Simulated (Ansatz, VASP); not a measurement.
Given: the input of a run of Ansatz 0.2.0 on Co.

Contents of input.yaml:

```yaml
crystal:
  lattice:
    - [2.4554087999, 0.0, 0.0]
    - [-1.2277044, 2.1264463974, 0.0]
    - [0.0, 0.0, 3.9941557227]
  atoms:
    - { symbol: Co, position: [0.6666666667, 0.3333333333, 0.75], spin: 2.0 }
    - { symbol: Co, position: [0.3333333333, 0.6666666667, 0.25], spin: 2.0 }
kpoints:
  mp_grid: { grid: [12, 12, 7] }
scf:
  occupations: { method: fermi_dirac, width: 0.05 }
hamiltonian:
  xc: pbesol
  pseudopotentials: { kind: all_electron, lapw: { basis_error: 0.001 } }
magnetization:
  spin_polarized: true
output:
  forces: true
  stress: true
  eigenvalues: true
```

Potentials or basis: all-electron LAPW, scalar-relativistic.

Launch:

```bash
$ ansatz run input.yaml --threads 2 --pin off --max-ram 6144MiB --backend cpu --events-out ev --progress --plain --runs-dir out
```

Set up the same calculation for VASP 6.6.1. Potentials there: VASP PAW PBE potentials, release 64 (Co).

As run (the cutoff follows the program's own potentials):

File INCAR:

```
ALGO = Normal
EDIFF = 1E-6
ENCUT = 520
GGA = PS
ISIF = 2
ISMEAR = -1
ISPIN = 2
LASPH = True
LCHARG = False
LMAXMIX = 4
LORBIT = 11
LREAL = False
LWAVE = False
MAGMOM = 2 2
NBANDS = 20
NELM = 150
PREC = Accurate
SIGMA = 0.05
```

KPOINTS

```
k-points
0
Gamma
  12 12 7
```

File POSCAR:

```
Co
1.0
    2.4554087999      0.0000000000      0.0000000000
   -1.2277044000      2.1264463974      0.0000000000
    0.0000000000      0.0000000000      3.9941557227
Co
2
Direct
    0.6666666667      0.3333333333      0.7500000000
    0.3333333333      0.6666666667      0.2500000000
```

Potentials or basis: VASP PAW PBE potentials, release 64 (Co).

Launch:

```sh
$ cat potpaw_PBE.64/Co/POTCAR > POTCAR
$ mpirun -np 1 vasp_std > vasp.out
```

Both were run:

|  | VASP | Ansatz | Ansatz less VASP |
| --- | --- | --- | --- |
| gap on the k mesh at the Fermi level (eV) | none | none | - |
| pressure (GPa) | -2.3 | -1.4 | +0.87 |
| largest component of the traceless stress (GPa) | 1.88 | 1.90 | +0.026 |
| net moment per atom (μB) | 1.57 | 1.57 | +0.008 |
| size of the moment on the site where the two differ most (μB) | 1.57 | 1.62 | +0.048 |

Site moments also hang on the region over which each program counts them. A gap of «none» marks a metal or a gap that the smearing closes. Ansatz ran all-electron here, so the differences hold the error of VASP's frozen core and of both bases.

Caveats: the PAW data sets were made with another functional, which shifts forces and pressure a little (VASP).
